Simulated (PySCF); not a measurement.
Crystal: MgO.

```
Mg O
1.0
     2.93802    0.00000    0.00000
    -1.46901    2.54440    0.00000
     0.00000    0.00000    2.67968
Mg O
1 1
Direct
  0.00000 0.00000 0.00000
  0.33333 0.66667 0.50000
```

Measurements of this composition are mostly on another form, of space group No. 225.

Base run:

* Program: PySCF 2.14.0
* Functional: PBE
* Potentials or basis: DZVP-MOLOPT-SR/GTH-PBE (potentials made for PBE)
* k mesh: 10 × 10 × 10
* Occupations: fermi-dirac, width 0.05 eV
* Spin: no spin polarisation

Its results: band gap on the k mesh 2.86 eV, indirect (least direct gap 3.36 eV).

Question: The run is repeated on the same cell with these changes: functional from PBE to PBEsol. What comes out?

Answer: Band gap on the k mesh 2.73 eV, indirect (least direct gap 3.24 eV).

Caveats: the density mesh is thin for the hardest basis functions, which adds noise to energies, forces and pressure; the basis of atomic orbitals isn't converged, which shifts pressures, moduli and gaps.

A k mesh can miss the band edges.
